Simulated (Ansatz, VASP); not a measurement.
KBr in VASP and in Ansatz

```
Br K
1.0
     0.00000    3.23263    3.23263
     3.23263    0.00000    3.23263
     3.23263    3.23263    0.00000
Br K
1 1
Direct
  0.50000 0.50000 0.50000
  0.00000 0.00000 0.00000
```

Alike in both runs: task single point; functional BLYP; k mesh 7 × 7 × 7; occupations fermi-dirac, width 0.05 eV; no spin polarisation.

|  | VASP | Ansatz |
| --- | --- | --- |
| version | VASP 6.6.1 | Ansatz 0.2.0 |
| potentials or method | VASP PAW PBE potentials, release 64 (Br, K_sv) | Ansatz PAW |
| plane-wave cutoff (eV) | 520 | 420 |
| valence electrons in the cell | 16 | 16 |

|  | VASP | Ansatz | Ansatz less VASP |
| --- | --- | --- | --- |
| gap on the k mesh at the Fermi level (eV) | 4.63 | 4.62 | -0.012 |
| least direct gap on the mesh (eV) | 4.63 | 4.62 | -0.012 |
| pressure (GPa) | 2.9 | 2.8 | -0.06 |

Caveats: the PAW data sets were made with another functional, which shifts forces and pressure a little (VASP); odd divisions of the mesh miss points on the zone boundary, where band edges often lie, so the gap on the mesh can be too wide (Ansatz); the PAW data sets come from PBE, with cores solved anew for the run's functional, which leaves a small shift of forces and pressure (Ansatz). A hybrid or GW would open this gap; BLYP tends to underestimate it.
